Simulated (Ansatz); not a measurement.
**MgO: the band gap up the ladder of functionals**

An exercise on one series of results from a longer session: the logs are not shown, and one member is left open.

Program: Ansatz 0.2.0. PAW datasets, plane waves. Spin-unpolarised throughout; all numbers are computed.

## Starting point

The cell was relaxed beforehand with r2SCAN.

Space group Fm-3m (No. 225), cubic; conventional cell a = 4.204 Å, 9.29 Å³ an atom. Mg has 6 O at 2.10 Å; O has 6 Mg at 2.10 Å.

As a file:

```cif
data_structure
_symmetry_space_group_name_H-M 'Fm-3m'
_symmetry_Int_Tables_number 225
_cell_length_a 4.2043
_cell_length_b 4.2043
_cell_length_c 4.2043
_cell_angle_alpha 90.000
_cell_angle_beta 90.000
_cell_angle_gamma 90.000
_cell_volume 74.32
loop_
_atom_site_label
_atom_site_type_symbol
_atom_site_symmetry_multiplicity
_atom_site_Wyckoff_symbol
_atom_site_fract_x
_atom_site_fract_y
_atom_site_fract_z
_atom_site_occupancy
Mg1 Mg 4 a 0.00000 0.00000 0.00000 1
O1 O 4 b 0.50000 0.00000 0.00000 1
```

The first run:

Input file input.yaml:

```yaml
crystal:
  lattice:
    - [0.0, 2.1021674167, 2.1021674167]
    - [2.1021674167, 0.0, 2.1021674167]
    - [2.1021674167, 2.1021674167, 0.0]
  atoms:
    - { symbol: Mg, position: [0.0, 0.0, 0.0] }
    - { symbol: O, position: [0.5, 0.5, 0.5] }
kpoints:
  mp_grid: { grid: [10, 10, 10] }
  band_path:
    path:
      - [[0.0, 0.0, 0.0], [0.5, -8.763790343458e-34, 0.5], [0.625, 0.25, 0.625]]
      - [[0.375, 0.375, 0.75], [0.0, 0.0, 0.0], [0.5, 0.5, 0.5], [0.5, 0.25, 0.75], [0.5, -8.763790343458e-34, 0.5]]
    npoints: 10
hamiltonian:
  xc: pbe
scf:
  occupations: { method: fermi_dirac, width: 0.02 }
  n_extra_bands: 4
output:
  forces: true
  stress: true
  eigenvalues: true
```

Launch:

```sh
$ ansatz run input.yaml --threads 2 --pin off --max-ram 2211MiB --backend cpu --events-out ev --progress --plain --runs-dir out
```

Steps of the session up to this table: PBE bands along the symmetry lines; r2SCAN at the same geometry; HSE06 at the same geometry; One-shot GW from PBE; PBE0 at the same geometry.

One of the session's tables, all rows but one given; the rest of the session is left out.

| level | gap (eV) |
| --- | --- |
| PBE | 4.80 |
| r2SCAN | 5.68 |
| HSE06 | 6.54 |
| G0W0@PBE (55 empty bands) | ? |
| PBE0 | 7.28 |

**Question.** Estimate the row for G0W0@PBE (55 empty bands).

As computed: gap (eV): 7.13. In the column «gap (eV)» it lies between HSE06 (6.54) and PBE0 (7.28).

Meshes: PBE 10×10×10, r2SCAN 10×10×10, HSE06 8×8×8, PBE0 8×8×8

What this shows: PBE gives the least gap, 4.80 eV, and PBE0 the largest, 7.28 eV. Against G0W0@PBE, PBE is short by 2.33 eV, at 67 % of it, and r2SCAN 80 %. PBE0 lies 0.74 eV above HSE06, which differs from it by screening the long-range exchange. G0W0 values are finite-basis, finite-mesh values. The calculation is for fixed nuclei; the measurement holds lattice motion too.

Limits of these values: Warnings in the runs' records: stress exchange threshold loose, stress scf threshold loose.
